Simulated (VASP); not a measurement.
B:

```xyz
12
Lattice="2.4590 1.4197 4.1935 -2.4590 1.4197 4.1935 0.0000 -2.8394 4.1935" Properties=species:S:1:pos:R:3 pbc="T T T"
B    -1.5821    0.9134    2.8264
B     0.0000   -1.8269    2.8264
B     1.5821    0.9134    2.8264
B     1.5821   -0.9134    9.7541
B    -1.5821   -0.9134    9.7541
B     0.0000    1.8269    9.7541
B    -1.0067    0.5812    4.4995
B     0.0000   -1.1625    4.4995
B     1.0067    0.5812    4.4995
B     1.0067   -0.5812    8.0810
B    -1.0067   -0.5812    8.0810
B     0.0000    1.1625    8.0810
```

```yaml
Program: VASP 6.6.1
Task: relaxation of cell and atoms
Functional: PBE
Dispersion: D3(BJ)
Potentials_or_basis: VASP PAW PBE potentials, release 64 (B)
Cutoff: 600 eV
k_mesh: 9 × 9 × 8
Occupations: gaussian, width 0.03 eV
Spin: no spin polarisation
```

At the start: pressure -7.1 GPa; volume 7.32 Å³/atom.

Where does the relaxation end?

Over 8 steps the energy falls by 5.3 meV/atom and the volume is 7.08 Å³/atom (-3.2 %); space group R-3m (No. 166, to 0.05 Å).

The path:
```
step  energy change (eV)  largest force (eV/Å)  pressure (GPa)  volume (Å³)
   1              0.0000                0.1508           -7.06        87.83
   2             -0.0247                0.4385            4.82        83.80
   3             -0.0556                0.2065           -0.48        85.49
   4             -0.0607                0.1880            0.36        84.86
   5             -0.0621                0.0845            0.09        85.06
   6             -0.0628                0.0606           -0.03        84.99
   7             -0.0631                0.0233            0.01        85.02
   8             -0.0632                0.0019            0.00        85.02
```

Final structure:
```
B
1.0
     2.43059    1.40330    4.15419
    -2.43059    1.40330    4.15419
     0.00000   -2.80660    4.15419
B
12
Direct
  0.01063 0.65350 0.01063
  0.01063 0.01063 0.65350
  0.65350 0.01063 0.01063
  0.98937 0.34650 0.98937
  0.34650 0.98937 0.98937
  0.98937 0.98937 0.34650
  0.22197 0.62933 0.22197
  0.22197 0.22197 0.62933
  0.62933 0.22197 0.22197
  0.77803 0.37067 0.77803
  0.37067 0.77803 0.77803
  0.77803 0.77803 0.37067
```
